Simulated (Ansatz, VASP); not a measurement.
## CsH in VASP and in Ansatz

```xyz
2
Lattice="3.8131 0.0000 0.0000 0.0000 3.8131 0.0000 0.0000 0.0000 3.8131" Properties=species:S:1:pos:R:3 pbc="T T T"
Cs    0.0000    0.0000    0.0000
H     1.9065    1.9065    1.9065
```

Alike in both runs: task single point; functional HSE06; k mesh 4 × 4 × 4; no spin polarisation.

|  | VASP | Ansatz |
| --- | --- | --- |
| version | VASP 6.6.1 | Ansatz 0.2.0 |
| potentials or method | VASP PAW PBE potentials, release 64 (Cs_sv, H) | plane waves, PAW |
| plane-wave cutoff (eV) | 520 | 420 |
| occupations | gaussian, width 0.01 eV | fixed |
| valence electrons in the cell | 10 | 10 |

```tsv
	VASP	Ansatz	Ansatz less VASP
gap on the k mesh at the Fermi level (eV)	3.58	3.62	+0.037
pressure (GPa)	0.2	0.2	+0.02
```

Ansatz warned: «stress_exchange_threshold_loose».

Caveats: the PAW data sets were made with another functional, which shifts forces and pressure a little (VASP); spin-orbit coupling is left out, which moves the levels of the heavy elements. A k mesh can miss the band edges.
